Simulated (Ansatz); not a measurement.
A (100) slab of InAs (F-43m (No. 216)), 9 planes, outer planes As (top) and As (bottom), with 9 atoms (In4As5) in a surface cell of A = 19.138 Å², as cut from the bulk:

```yaml
crystal:
  lattice:
    - [4.37470, 0.00000, 0.00000]
    - [0.00000, 4.37470, 0.00000]
    - [0.00000, 0.00000, 27.37352]
  atoms:
    - { symbol: As, position: [0.00000, 0.50000, 0.27399] }
    - { symbol: In, position: [0.50000, 0.50000, 0.33049] }
    - { symbol: As, position: [0.50000, 0.00000, 0.38699] }
    - { symbol: In, position: [0.00000, 0.00000, 0.44350] }
    - { symbol: As, position: [0.00000, 0.50000, 0.50000] }
    - { symbol: In, position: [0.50000, 0.50000, 0.55650] }
    - { symbol: As, position: [0.50000, 0.00000, 0.61301] }
    - { symbol: In, position: [0.00000, 0.00000, 0.66951] }
    - { symbol: As, position: [0.00000, 0.50000, 0.72601] }
```

These are results of Ansatz 0.2.0, DFT PBE, scalar-relativistic, plane waves, PAW, not measurements. Cutoff 420 eV; k points 8×8×1 on the computed 9-atom cell (Γ-centred); Gaussian smearing, width 0.10 eV; no spin polarisation. The cell repeats along c with a dipole correction in the vacuum.

The relaxed slab holds 4 formula units of InAs and 1 further As. Against those formula units in the bulk and the further As in its standard state it lies 3.290 eV higher. The formation energy of InAs from the standard states is -0.487 eV a formula unit (uncorrected, no zero-point or thermal terms).

**Question.** Over what range can the chemical potential of As vary, and what is the surface energy at both ends?

**Answer.** In contact with the bulk, μ(As) + μ(In) is fixed. With Δμ counted from the standard states, Δμ(As) ≤ 0 keeps elemental As from forming, and Δμ(In) ≤ 0 requires Δμ(As) ≥ ΔH = -0.487 eV. Other compounds of As and In can narrow this range. Then γ, the mean of both faces, = [3.290 eV − 1.00·Δμ(As)]/(2A). At the As-rich end (Δμ = 0): 3.290/(2 × 19.138) × 16.02 = 1.38 J/m². At the As-poor end: (3.290 + 0.487)/(2 × 19.138) × 16.02 = 1.58 J/m².

**Question.** How does its energy depend on growth conditions?

**Answer.** It carries an excess of As, so its energy falls by 0.42 J/m² for each eV that μ(As) rises: As-rich conditions lower it; whether it appears depends on the other terminations.